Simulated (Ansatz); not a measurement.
**Relaxation of ZrO2**

The start is ZrO2, a database entry, slightly rescaled. Where does it settle when we relax cell and atoms at 20 GPa, and what is it like there?

Computed, not measured: Ansatz 0.2.0, DFT, r2SCAN, no spin polarisation, plane waves, PAW.

## 1. The structure

Symmetry: Fm-3m, No. 225, cubic system. Conventional cell: a = 5.059 Å, b = 5.059 Å, c = 5.059 Å, α = 90.00°, β = 90.00°, γ = 90.00°. Zr (site symmetry m-3m) has 8 O at 2.19 Å as nearest neighbours. O (site symmetry -43m) is surrounded by 4 Zr at 2.19 Å.

The coordinates stand in the input below.

It starts from an earlier solution of the starting cell (checkpoint.read).

## 2. The relaxation

File input.yaml:

```yaml
crystal:
  lattice:
    - [0.0, 2.52936351, 2.52936351]
    - [2.52936351, 0.0, 2.52936351]
    - [2.52936351, 2.52936351, 0.0]
  atoms:
    - { symbol: Zr, position: [0.0, 0.0, 0.0] }
    - { symbol: O, position: [0.25, 0.25, 0.25] }
    - { symbol: O, position: [0.75, 0.75, 0.75] }
  symmetry: { tolerance: 0.0003 }
kpoints:
  mp_grid: { grid: [9, 9, 9], shift: [0, 0, 0] }
magnetization:
  spin_polarized: false
scf:
  occupations: { method: gaussian, width: 0.0792 }
  lower_state_search: "off"
hamiltonian:
  pseudopotentials: { kind: paw }
  xc: r2scan
basis:
  ecutwfc: 500
  fft_grid_basis: typed
relax:
  max_steps: 60
  cell: { p_target: 20.0 }
output:
  forces: true
  stress: true
  eigenvalues: true
  bader: true
  populations: true
  elf: true
  write_potential: true
  volumetric_format: npy
  dos:
    e_range: [-12, 8]
    de: 0.05
    projected: { site_lists: { O: [O], Zr: [Zr] } }
checkpoint:
  read: saved_state
```

Command:

```sh
> ansatz run input.yaml --threads 2 --pin off --max-ram 3584MiB --backend cpu --events-out ev --progress --plain --runs-dir out
```

Before running it: what results should come out? Wanted: moves; largest move; cell; volume; pressure at the end; gap; least direct gap; Bader charges.

As calculated:

| quantity | value |
| --- | --- |
| moves | 3 |
| largest move | 0.00 Å |
| space group (0.01 Å), before / after | Fm-3m / Fm-3m |
| cell | a = 3.518 Å, b = 3.518 Å, c = 3.518 Å, α = 60.00°, β = 60.00°, γ = 60.00° |
| volume | 10.27 Å³/atom (-4.8 %) |
| pressure at the end | 20.03 GPa |
| gap (mesh) | 4.15 eV, indirect |
| least direct gap | 4.67 eV |
| Bader charges | Zr +2.71, O -1.36 e |

In words: The volume shrank by 4.8 %, and the atoms end where they began within the cell. With 48 symmetry operations imposed, the end may be a saddle point towards distortions that break them. It is gapped: 4.15 eV, with the least direct gap at 4.67 eV; within 0.7 eV of the edges the states project mainly on O p (94 %) below and Zr d (92 %) above. A semilocal functional usually gives too small a gap. By Bader's partition Zr gives up most (+2.71 e) and O takes most (-1.36 e). At the density minimum between O and O (2.49 Å) the ELF is 0.08 and the density 0.22 e/Å³, a closed-shell (ionic or weak) contact.
